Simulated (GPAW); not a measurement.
# ZnO (P6_3/mmc) in GPAW: further runs

Aim: see how the results for ZnO move with the level of theory and the settings. Levels: r2SCAN, TB-mBJ. Tasks: band structure, single point.

Program: GPAW 26.7.0. These are calculated values, not measurements. Logs are shortened: lines on timing, memory, paths and dates and some standing lists are left out, and cuts for length are marked. The log counts tension as positive stress, the text compression.

## (1) Starting point

Symmetry: P6_3/mmc, No. 194, hexagonal system. Conventional cell: a = 3.288 Å, b = 3.288 Å, c = 7.130 Å, α = 90.00°, β = 90.00°, γ = 120.00°. Zn (site symmetry -6m2) is surrounded by 3 O at 1.90 Å. O (site symmetry -6m2) is surrounded by 3 Zn at 1.90 Å.

Measurements of this composition are mostly on another form, of space group No. 186.

## (2) Band structure, r2SCAN

File run.py:

```python
from ase import Atoms
from ase.dft.bandgap import bandgap
from ase.io import write
from ase.units import GPa
from gpaw import GPAW, PW

atoms = Atoms(['Zn', 'Zn', 'O', 'O'],
              cell=[[3.2879671587, 0.0, 0.0],
                    [-1.6439835793, 2.8474630862, 0.0],
                    [0.0, 0.0, 7.13044135]],
              scaled_positions=[[0.0, 0.0, 0.25],
                                [0.0, 0.0, 0.75],
                                [0.6666666667, 0.3333333333, 0.75],
                                [0.3333333333, 0.6666666667, 0.25]],
              pbc=True)

calc = GPAW(mode=PW(800),
            xc='MGGA_X_R2SCAN+MGGA_C_R2SCAN',
            kpts={'size': (6, 6, 3), 'gamma': True},
            occupations={'name': 'fermi-dirac', 'width': 0.05},
            nbands=31,
            convergence={'density': 1e-05, 'energy': 1e-05},
            maxiter=150,
            txt='gpaw.txt')
atoms.calc = calc
energy = atoms.get_potential_energy()
forces = atoms.get_forces()
stress = atoms.get_stress()
calc.write('gs.gpw')
write('result.traj', atoms)
print(f'Energy: {energy:.6f} eV')
print('Forces (eV/A):')
print(forces.round(4))
print('Stress (GPa):', (stress / GPa).round(3))
print('Fermi level:', round(calc.get_fermi_level(), 4), 'eV')
print(f'Gap: {bandgap(calc)[0]:.4f} eV, direct: {bandgap(calc, direct=True)[0]:.4f} eV')

path = atoms.cell.bandpath('GMKGALHA,LM,KH', npoints=100, eps=1e-4)
bs_calc = calc.fixed_density(kpts=path, symmetry='off', nbands=47,
                             convergence={'bands': 'CBM+6.0', 'eigenstates': 1e-6}, txt='bands.txt')
bs = bs_calc.band_structure()
bs.write('bs.json')
print(f'Gap on the path: {bandgap(bs_calc)[0]:.4f} eV')
```

Potentials or basis: GPAW PAW data sets (gpaw-data 1.2.1), pw.

Started as:

```sh
$ OMP_NUM_THREADS=1 python run.py
```

gpaw.txt:

```text
__  _  _
 | _ |_)|_||  |
 |__||  | ||/\| - 26.7.0

Input parameters:
  mode=PW(ecut=800.0),
  convergence={'density': 1e-05, 'energy': 1e-05},
  kpts=MonkhorstPack(size=(6, 6, 3), gamma=True),
  maxiter=150,
  nbands=31,
  occupations=Occupations(name='fermi-dirac', width=0.05),
  xc=XC(name='MGGA_X_R2SCAN+MGGA_C_R2SCAN')

Diagonalizing LCAO Hamiltonian
Converting LCAO to pw mode

            O
       Zn

         O
       Zn

Atoms  # Å, Bohr magnetons
|   | symbol |         x |        y |        z |    initial magnetic moments |
|---|--------|-----------|----------|----------|-----------------------------|
| 0 |     Zn |  0.000000 | 0.000000 | 1.782610 | ( 0.0000,  0.0000,  0.0000) |
| 1 |     Zn |  0.000000 | 0.000000 | 5.347831 | ( 0.0000,  0.0000,  0.0000) |
| 2 |      O |  1.643984 | 0.949154 | 5.347831 | ( 0.0000,  0.0000,  0.0000) |
| 3 |      O | -0.000000 | 1.898309 | 1.782610 | ( 0.0000,  0.0000,  0.0000) |

Unit cell  # Å
| periodic |         x |        y |        z |  lengths |     angles |
|----------|-----------|----------|----------|----------|------------|
|      yes |  3.287967 | 0.000000 | 0.000000 | 3.287967 |  90.000000 |
|      yes | -1.643984 | 2.847463 | 0.000000 | 3.287967 |  90.000000 |
|      yes |  0.000000 | 0.000000 | 7.130441 | 7.130441 | 120.000000 |

Number of symmetries: 12
Symmetry operations  # r_c * U_cc + t_c -> r_c
|    | kind |            matrix            |
|----|------|------------------------------|
|  0 |  σ   |  1, 1, 0,  0,-1, 0,  0, 0, 1 |
|  1 |  S6  |  1, 1, 0, -1, 0, 0,  0, 0,-1 |
|  2 |  E   |  1, 0, 0,  0, 1, 0,  0, 0, 1 |
|  3 |  C2  |  1, 0, 0, -1,-1, 0,  0, 0,-1 |
|  4 |  C2  |  0, 1, 0,  1, 0, 0,  0, 0,-1 |
|  5 |  C3  |  0, 1, 0, -1,-1, 0,  0, 0, 1 |
|  6 |  S6  |  0,-1, 0,  1, 1, 0,  0, 0,-1 |
|  7 |  σ   |  0,-1, 0, -1, 0, 0,  0, 0, 1 |
|  8 |  σ   | -1, 0, 0,  1, 1, 0,  0, 0, 1 |
|  9 |  i   | -1, 0, 0,  0,-1, 0,  0, 0,-1 |
| 10 |  C3  | -1,-1, 0,  1, 0, 0,  0, 0, 1 |
| 11 |  C2  | -1,-1, 0,  0, 1, 0,  0, 0,-1 |

BZ-sampling:
  Number of BZ points: 108
  Number of IBZ points: 17

  Monkhorst-Pack size: [6, 6, 3]
  Monkhorst-Pack shift: [0.08333333333333333, 0.08333333333333333, 0.0]

K-points  # in reciprocal-cell coordinates
|     |                                coordinates |     weight |
|-----|--------------------------------------------|------------|
|   0 | (  0.00000000,   0.00000000,   0.00000000) | 0.00925926 |
|   1 | (  0.00000000,   0.00000000,   0.33333333) | 0.01851852 |
|   2 | (  0.16666667,   0.00000000,  -0.33333333) | 0.05555556 |
|   3 | (  0.16666667,   0.00000000,   0.00000000) | 0.05555556 |
|   4 | (  0.16666667,   0.00000000,   0.33333333) | 0.05555556 |
|   5 | (  0.33333333,  -0.16666667,   0.00000000) | 0.05555556 |
|   6 | (  0.33333333,  -0.16666667,   0.33333333) | 0.11111111 |
|   7 | (  0.33333333,   0.00000000,  -0.33333333) | 0.05555556 |
|   8 | (  0.33333333,   0.00000000,   0.00000000) | 0.05555556 |
|   9 | (  0.33333333,   0.00000000,   0.33333333) | 0.05555556 |
| ... |                                            |            |
|  16 | (  0.50000000,   0.50000000,   0.33333333) | 0.05555556 |

Plane wave coefficients: 3453
Cutoff: 800.0 eV

Spin-components: 1 (collinear spins)
Bands:           31
Projectors:      22
Spin-degeneracy: 2
Datatype:        complex128

Parallelization:
  kpt:    1
  domain: 1
  band:   1

Density:
  Valence electrons: 36.0
  Components: 1
  Grid points: [24 24 48]
  Charge: 0.0  # |e|

Potential:
  Grid points: [24 24 48]

species:
  Zn:
    name:    Zinc
    Z:       30.0
    valence: 12
    core:    18
    charge:  0.0  # [|e|]
    compensation charges:
      type: gauss
      rc: 0.37  # [Å]
      lmax: 2
    cutoffs:
      filter: 2.14  # [Å]
      core: 2.28  # [Å]
    projectors
    | kind |    occ | energy [eV] | rcut [Å] |
    |------|--------|-------------|----------|
    |   4s |  2.000 |      -5.977 |    1.286 |
    |   4p |  0.000 |      -1.117 |    1.270 |
    |   3d | 10.000 |     -10.142 |    1.180 |
    |    s |        |      21.234 |    1.286 |
    |    p |        |      26.095 |    1.270 |
    |    d |        |      17.070 |    1.180 |

    Using partial waves for Zn as LCAO basis

  O:
    name:    Oxygen
    Z:       8.0
    valence: 6
    core:    2
    charge:  0.0  # [|e|]
    compensation charges:
      type: gauss
      rc: 0.21  # [Å]
      lmax: 2
    cutoffs:
      filter: 1.17  # [Å]
      core: 0.83  # [Å]
    projectors
    | kind |    occ | energy [eV] | rcut [Å] |
    |------|--------|-------------|----------|
    |   2s |  2.000 |     -23.961 |    0.688 |
    |   2p |  4.000 |      -9.029 |    0.598 |
    |    s |        |       3.251 |    0.688 |
    |    p |        |      18.182 |    0.598 |
    |    d |        |       0.000 |    0.619 |

    Using partial waves for O as LCAO basis

Reference energy: -101804.357908  # eV

eigensolver:
  PPCG
  Converge bands: occupied
  niter=2

density mixing:
  MSR1-Mixer
  Pratt-step length: 0.05
  Maximum mixing coefficient: 0.75
  Old densities: 10
  SVD Regularization: 0.005
  Good broyden scale: 1.0
  Trust region scale: 1.0
  Backstep threshold: 4.0
  History deletion threshold: 6.0
  Fourier metric: weight=20.0, sigma=0.015

occupation numbers:
  Fermi-Dirac:
    width: 0.0500  # eV

poisson solver:
  ecut: 6400.0  # eV

xc functional:
  name: MGGA_X_R2SCAN+MGGA_C_R2SCAN with 2 nearest neighbor stencil

convergence criteria:
- Maximum integral of absolute [dens]ity change: 1e-05 electrons / valence electron
- Maximum [total energy] change in last 3 cyles: 1e-05 eV / valence electron
- Maximum integral of absolute [eigenst]ate change: 4e-08 eV^2 / valence electron
maximum number of iterations: 150

SCF iterations
|iter     | |      energy | eigst |  dens |
|---------|-|-------------|-------|-------|
|iter:   1| |  -44.185173 | +0.48 |       |
|iter:   2| |  -35.664742 | -0.73 | -0.96 |
|iter:   3| |  -35.692459 | -0.56 | -0.98 |
|iter:   4| |  -33.558716 | -0.76 | -1.02 |
|iter:   5| |  -33.455988 | -1.98 | -1.58 |
|iter:   6| |  -33.474755 | -2.17 | -1.89 |
|iter:   7| |  -33.474572 | -4.24 | -2.86 |
|iter:   8| |  -33.474692c| -4.58 | -3.21 |
|iter:   9| |  -33.474691c| -7.11 | -4.51 |
|iter:  10| |  -33.474690c| -8.06c| -4.92 |
|iter:  11| |  -33.474690c| -8.52c| -5.83c|

Converged in 11 steps
Energy contributions relative to reference atoms: (reference = -101804.357908)

Energy contributions:
  Kinetic:          55.163601
  Coulomb:         -49.103574
  Zero:              0.258583
  External:          0.000000
  Xc:              -39.793301
  Entropy:          -0.000001
  Spinorbit:         0.000000
  ----------------------------
  Free energy:     -33.474691
  Extrapolated:    -33.474690

dipole moment: (-6.088995, -10.546449, 0.000001)  # |e|*Ang

Fermi level: 1.517
Eigenvalues  # (at kpt = [0.000, 0.000, 0.000])
| band index |      eig [eV] | occ [0-2] |
|------------|---------------|-----------|
|          0 |       -17.589 |     2.000 |
|        ... |               |           |
|         10 |        -3.919 |     2.000 |
|         11 |        -3.839 |     2.000 |
|         12 |        -2.435 |     2.000 |
|         13 |        -1.007 |     2.000 |
|         14 |         0.886 |     2.000 |
|         15 |         0.887 |     2.000 |
|         16 |         0.893 |     2.000 |
|         17 |         0.893 |     2.000 |
|         18 |         2.021 |     0.000 |
|         19 |         4.772 |     0.000 |
|         20 |         6.353 |     0.000 |
|         21 |        12.456 |     0.000 |
|         22 |        12.465 |     0.000 |
|         23 |        14.458 |     0.000 |
|         24 |        14.458 |     0.000 |
|         25 |        15.312 |     0.000 |
|        ... |               |           |
|         30 |        20.906 |     0.000 |

Gap: 1.127 eV
Transition (v -> c):
  (s=0, k=0, n=17, [0.00, 0.00, 0.00]) -> (s=0, k=0, n=18, [0.00, 0.00, 0.00])
No difference between direct/indirect transitions

Forces  # eV/Ang
|        x |        y |        z |
|----------|----------|----------|
| -0.00000 | -0.00000 |  0.00005 |  # Zn   0
|  0.00000 |  0.00000 | -0.00005 |  # Zn   1
| -0.00000 | -0.00000 | -0.00003 |  # O    2
|  0.00000 |  0.00000 |  0.00003 |  # O    3

Stress tensor  # eV/Ang^3
|         x |         y |         z |
|-----------|-----------|-----------|
|  0.039626 | -0.000000 |  0.000000 |
| -0.000000 |  0.039626 | -0.000000 |
|  0.000000 | -0.000000 |  0.007665 |

# Writing to gs.gpw (mode='')
```

Run time: 8.8 min. Hardware: 1 thread of Arm Neoverse V2, shared host; peak memory 0.68 GiB.

Results:

| Item | Value |
| --- | --- |
| Free energy | -33.4747 eV |
| Pressure | -4.6 GPa |
| Band gap on the k mesh | 1.13 eV, direct |
| Band gap along the path | 1.13 eV, direct |

Levels at the corners of the path, in eV from the valence-band top:
| point | band 16 | band 17 | band 18 | band 19 | band 20 | band 21 |
| --- | --- | --- | --- | --- | --- | --- |
| Γ | -0.01 | 0.00 | 0.00 | 1.13 | 3.88 | 5.46 |
| M | -1.85 | -1.05 | -1.03 | 5.22 | 5.95 | 6.63 |
| K | -3.39 | -0.84 | -0.84 | 5.41 | 6.84 | 9.07 |
| Γ | -0.01 | 0.00 | 0.00 | 1.13 | 3.88 | 5.46 |
| A | 0.00 | 0.00 | 0.00 | 2.28 | 2.28 | 7.72 |
| L | -1.89 | -1.01 | -1.01 | 5.39 | 5.39 | 8.08 |
| H | -3.71 | -0.83 | -0.83 | 6.20 | 6.20 | 9.46 |
| A | 0.00 | 0.00 | 0.00 | 2.28 | 2.28 | 7.72 |
| L | -1.89 | -1.01 | -1.01 | 5.39 | 5.39 | 8.08 |
| M | -1.85 | -1.05 | -1.03 | 5.22 | 5.95 | 6.63 |
| K | -3.39 | -0.84 | -0.84 | 5.41 | 6.84 | 9.07 |
| H | -3.71 | -0.83 | -0.83 | 6.20 | 6.20 | 9.46 |

Caveat: the PAW data sets were made with another functional, which shifts forces and pressure a little. r2SCAN opens gaps a little over a GGA but as a rule still falls short of measured ones.

## (3) Single point, TB-mBJ

File run.py:

```python
from ase import Atoms
from ase.dft.bandgap import bandgap
from ase.io import write
from gpaw import GPAW, PW

atoms = Atoms(['Zn', 'Zn', 'O', 'O'],
              cell=[[3.2879671587, 0.0, 0.0],
                    [-1.6439835793, 2.8474630862, 0.0],
                    [0.0, 0.0, 7.13044135]],
              scaled_positions=[[0.0, 0.0, 0.25],
                                [0.0, 0.0, 0.75],
                                [0.6666666667, 0.3333333333, 0.75],
                                [0.3333333333, 0.6666666667, 0.25]],
              pbc=True)

calc = GPAW(mode=PW(800),
            xc='TB09',
            kpts={'size': (6, 6, 4), 'gamma': True},
            occupations={'name': 'fermi-dirac', 'width': 0.05},
            nbands=31,
            convergence={'density': 1e-05, 'energy': 1e-05},
            eigensolver='cg',
            maxiter=150,
            txt='gpaw.txt')
atoms.calc = calc
energy = atoms.get_potential_energy()
calc.write('gs.gpw')
write('result.traj', atoms)
print('Fermi level:', round(calc.get_fermi_level(), 4), 'eV')
print(f'Gap: {bandgap(calc)[0]:.4f} eV, direct: {bandgap(calc, direct=True)[0]:.4f} eV')
```

Potentials or basis: GPAW PAW data sets for LDA (gpaw-data 1.2.1), pw.

Started as:

```sh
$ OMP_NUM_THREADS=1 python run.py
```

gpaw.txt:

```text
___ ___ ___ _ _ _
 |   |   |_  | | | |
 | | | | | . | | | |
 |__ |  _|___|_____|  26.7.0
 |___|_|

Input parameters:
  convergence: {density: 1e-05,
                energy: 1e-05}
  eigensolver: cg
  kpts: {gamma: True,
         size: (6, 6, 4)}
  maxiter: 150
  mode: {ecut: 800.0,
         name: pw}
  nbands: 31
  occupations: {name: fermi-dirac,
                width: 0.05}
  xc: TB09

System changes: positions, numbers, cell, pbc, initial_charges, initial_magmoms

Initialize ...

species:
  Zn:
    name:    Zinc
    Z:       30.0
    valence: 12
    core:    18
    charge:  0.0  # [|e|]
    compensation charges:
      type: gauss
      rc: 0.37  # [Å]
      lmax: 2
    cutoffs:
      filter: 2.14  # [Å]
      core: 2.28  # [Å]
    projectors
    | kind |    occ | energy [eV] | rcut [Å] |
    |------|--------|-------------|----------|
    |   4s |  2.000 |      -6.218 |    1.286 |
    |   4p |  0.000 |      -1.230 |    1.270 |
    |   3d | 10.000 |     -10.426 |    1.180 |
    |    s |        |      20.994 |    1.286 |
    |    p |        |      25.981 |    1.270 |
    |    d |        |      16.786 |    1.180 |

    Using partial waves for Zn as LCAO basis

  O:
    name:    Oxygen
    Z:       8.0
    valence: 6
    core:    2
    charge:  0.0  # [|e|]
    compensation charges:
      type: gauss
      rc: 0.21  # [Å]
      lmax: 2
    cutoffs:
      filter: 1.17  # [Å]
      core: 0.83  # [Å]
    projectors
    | kind |    occ | energy [eV] | rcut [Å] |
    |------|--------|-------------|----------|
    |   2s |  2.000 |     -23.752 |    0.688 |
    |   2p |  4.000 |      -9.195 |    0.598 |
    |    s |        |       3.459 |    0.688 |
    |    p |        |      18.016 |    0.598 |
    |    d |        |       0.000 |    0.619 |

    Using partial waves for O as LCAO basis

Reference energy: -101631.619544  # eV

Spin-paired calculation

Convergence criteria:
 Maximum [total energy] change in last 3 cyles: 1e-05 eV / valence electron
 Maximum integral of absolute [dens]ity change: 1e-05 electrons / valence electron
 Maximum integral of absolute [eigenst]ate change: 4e-08 eV^2 / valence electron
 Maximum number of scf [iter]ations: 150
 (Square brackets indicate name in SCF output, whereas a 'c' in
 the SCF output indicates the quantity has converged.)

Symmetries present (total): 12

  ( 1  1  0)  ( 1  1  0)  ( 1  0  0)  ( 1  0  0)  ( 0  1  0)  ( 0  1  0)
  ( 0 -1  0)  (-1  0  0)  ( 0  1  0)  (-1 -1  0)  ( 1  0  0)  (-1 -1  0)
  ( 0  0  1)  ( 0  0 -1)  ( 0  0  1)  ( 0  0 -1)  ( 0  0 -1)  ( 0  0  1)

  ( 0 -1  0)  ( 0 -1  0)  (-1  0  0)  (-1  0  0)  (-1 -1  0)  (-1 -1  0)
  ( 1  1  0)  (-1  0  0)  ( 1  1  0)  ( 0 -1  0)  ( 1  0  0)  ( 0  1  0)
  ( 0  0 -1)  ( 0  0  1)  ( 0  0  1)  ( 0  0 -1)  ( 0  0  1)  ( 0  0 -1)

144 k-points: 6 x 6 x 4 Monkhorst-Pack grid + [1/12,1/12,1/8]
24 k-points in the irreducible part of the Brillouin zone
       k-points in crystal coordinates                weights
   0:     0.00000000    0.00000000    0.00000000          1/144
   1:     0.00000000    0.00000000    0.25000000          2/144
   2:     0.00000000    0.00000000    0.50000000          1/144
   3:     0.16666667    0.00000000   -0.25000000          6/144
   4:     0.16666667    0.00000000    0.00000000          6/144
   5:     0.16666667    0.00000000    0.25000000          6/144
   6:     0.16666667    0.00000000    0.50000000          6/144
   7:     0.33333333   -0.16666667    0.00000000          6/144
   8:     0.33333333   -0.16666667    0.25000000         12/144
   9:     0.33333333   -0.16666667    0.50000000          6/144
          ...
  23:     0.50000000    0.50000000    0.50000000          3/144

Wave functions: Plane wave expansion
  Cutoff energy: 800.000 eV
  Number of coefficients (min, max): 3396, 3464
  Pulay-stress correction: 0.000000 eV/Ang^3 (de/decut=0.000000)
  Using FFTW library
  ScaLapack parameters: grid=1x1, blocksize=None
  Wavefunction extrapolation:
    Improved wavefunction reuse through dual PAW basis

Occupation numbers: Fermi-Dirac:
  width: 0.0500  # eV

Eigensolver
   CG(niter=4, rtol=3.0e-01)

Densities:
  Coarse grid: 24*24*48 grid
  Fine grid: 48*48*96 grid
  Total Charge: 0.000000

Density mixing:
  Method: separate
  Backend: msr1
  Linear mixing parameter: 0.05
  old densities: 10
  Width of damping distribution: 1.1
  Damping of long wavelength oscillations: 20

Hamiltonian:
  XC and Coulomb potentials evaluated on a 48*48*96 grid
  Using the TB09 Exchange-Correlation functional
  External potential:
    NoExternalPotential

XC parameters: TB09 with 2 nearest neighbor stencil

Number of atoms: 4
Number of atomic orbitals: 26
Number of bands in calculation: 31
Number of valence electrons: 36
Bands to converge: occupied

... initialized

Initializing position-dependent things.

Density initialized from atomic densities
Creating initial wave functions:
  26 bands from LCAO basis set
  5 bands from random numbers

            O
       Zn

         O
       Zn

Atomic positions and initial magnetic moments

Positions:
   0 Zn     0.000000    0.000000    1.782610    ( 0.0000,  0.0000,  0.0000)
   1 Zn     0.000000    0.000000    5.347831    ( 0.0000,  0.0000,  0.0000)
   2 O      1.643984    0.949154    5.347831    ( 0.0000,  0.0000,  0.0000)
   3 O     -0.000000    1.898309    1.782610    ( 0.0000,  0.0000,  0.0000)

Unit cell:
           periodic     x           y           z      points  spacing
  1. axis:    yes    3.287967    0.000000    0.000000    24     0.1186
  2. axis:    yes   -1.643984    2.847463    0.000000    24     0.1186
  3. axis:    yes    0.000000    0.000000    7.130441    48     0.1486

  Lengths:   3.287967   3.287967   7.130441
  Angles:   90.000000  90.000000 120.000000

Effective grid spacing dv^(1/3) = 0.1342

iter:   1  4145.352824
iter:   2  4152.751892   +2.66  -1.07
iter:   3  4158.499900   +1.40  -0.93
iter:   4  4158.160504   +0.62  -1.16
iter:   5  4167.448330   +0.35  -1.10
iter:   6  4177.568559   +0.36  -1.43
iter:   7  4179.568407   -0.18  -1.65
iter:   8  4180.415506   -0.50  -1.82
iter:   9  4180.072039   -1.00  -1.95
iter:  10  4180.251335   -1.66  -1.93
[... 60 further cycles ...]
iter:  71  4187.355986   -7.35  -5.29c
iter:  72  4187.357170   -7.49c -5.22c
iter:  73  4187.356952   -7.43c -5.16c
iter:  74  4187.358993   -6.98  -5.05c
iter:  75  4187.358970   -6.78  -5.57c
iter:  76  4187.360229   -7.03  -5.49c
iter:  77  4187.361254   -7.22  -6.12c
iter:  78  4187.361922   -8.08c -6.04c
iter:  79  4187.361955   -8.01c -6.09c
iter:  80  4187.361709c  -8.69c -6.40c

Converged after 80 iterations.

Dipole moment: (0.000000, -0.000000, 0.000000) |e|*Ang

Energy contributions relative to reference atoms: (reference = -101631.619544)

Kinetic:       +148.202132
Potential:     -125.022876
External:        +0.000000
XC:            +4165.066618
Entropy (-ST):   -0.000000
Local:           -0.884166
SIC:             +0.000000
--------------------------
Free energy:   +4187.361709
Extrapolated:  +4187.361709

Showing only first 2 kpts
 Kpt  Band  Eigenvalues  Occupancy
  0    16      3.02737    2.00000
  0    17      3.02737    2.00000
  0    18      5.32300    0.00000
  0    19      8.12144    0.00000

  1    16      3.02687    2.00000
  1    17      3.02687    2.00000
  1    18      5.62029    0.00000
  1    19      7.37202    0.00000

Fermi level: 4.10506

Gap: 2.296 eV
Transition (v -> c):
  (s=0, k=0, n=17, [0.00, 0.00, 0.00]) -> (s=0, k=0, n=18, [0.00, 0.00, 0.00])
No difference between direct/indirect transitions
Writing to gs.gpw (mode='')
```

Run time: 7.4 min. Hardware: 1 thread of Arm Neoverse V2, shared host; peak memory 0.34 GiB.

Results:

```
Band gap on the k mesh : 2.30 eV, direct
```

Caveat: a model potential gives levels but no total energy; the PAW data sets were made with another functional, which shifts forces and pressure a little. A k mesh can miss the band edges.
